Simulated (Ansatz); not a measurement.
```cif
data_structure
_symmetry_space_group_name_H-M 'P 1'
_symmetry_Int_Tables_number 1
_cell_length_a 3.3240
_cell_length_b 3.3240
_cell_length_c 3.3240
_cell_angle_alpha 60.000
_cell_angle_beta 60.000
_cell_angle_gamma 60.000
_cell_volume 25.97
loop_
_atom_site_label
_atom_site_type_symbol
_atom_site_fract_x
_atom_site_fract_y
_atom_site_fract_z
_atom_site_occupancy
Sr1 Sr 0.00000 0.00000 0.00000 1
O1 O 0.50000 0.50000 0.50000 1
```

PBE in Ansatz, hard PAW set made for 700 eV, wave cutoff 700 eV, 4×4×4 mesh, fixed fractional positions. The pressure is 49.9 GPa and the gap on the mesh 2.60 eV.

Problem. The cell is scaled evenly to 1.128 times its volume. What pressure and gap follow, and what mean bulk modulus do the two pressures imply?

Solution. 22.8 GPa, gap 3.11 eV; B = −ΔP/Δln V ≈ 225 GPa over this range.

The cell is a model at fixed atoms and needn't be the relaxed known crystal. Spin-orbit coupling is left out. The mesh is coarse, so these values aren't converged.
